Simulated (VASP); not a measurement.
CuAu (Tetraauricupride), 2 atoms in the cell. It takes space group P4/mmm (No. 123, tetragonal). The conventional cell has a = 2.847 Å, b = 2.847 Å, c = 3.587 Å, α = 90.00°, β = 90.00°, γ = 90.00°. Around Cu (site symmetry 4/mmm) lie 8 Au at 2.70 Å and 4 Cu at 2.85 Å. Au (site symmetry 4/mmm) is surrounded by 8 Cu at 2.70 Å and 4 Au at 2.85 Å.  The cell isn't the ideal one: relaxed again under DFT r2SCAN, scalar-relativistic, plane waves, PAW.

- Program: VASP 6.6.1
- Task: single point
- Functional: r2SCAN
- Potentials or basis: VASP PAW PBE potentials, release 64 (Cu, Au)
- Cutoff: 520 eV
- k mesh: 16 × 16 × 12
- Occupations: gaussian, width 0.1 eV
- Spin: no spin polarisation
- Dipole correction: no
- Further INCAR settings: ALGO = Normal; EDIFF = 1e-07; NBANDS = 18

Potentials or basis: VASP PAW PBE potentials, release 64 (Cu, Au).

The run is started by

```console
$ cat potpaw_PBE.64/Cu/POTCAR potpaw_PBE.64/Au/POTCAR > POTCAR
$ cp INCAR.step1 INCAR
$ mpirun -np 1 vasp_std > vasp.out
$ cp INCAR.step2 INCAR
$ mpirun -np 1 vasp_std > vasp.out
```

Hardware: 1 thread of Intel(R) Xeon(R) 6975P-C (Granite Rapids) (shared host).

Q: How long does it take, and how much memory?

A: Wall time 3.3 min on 1 thread of Intel(R) Xeon(R) 6975P-C (Granite Rapids), with other jobs on the host, peak memory 0.29 GiB. Counts: scf iterations 11, k points 315.
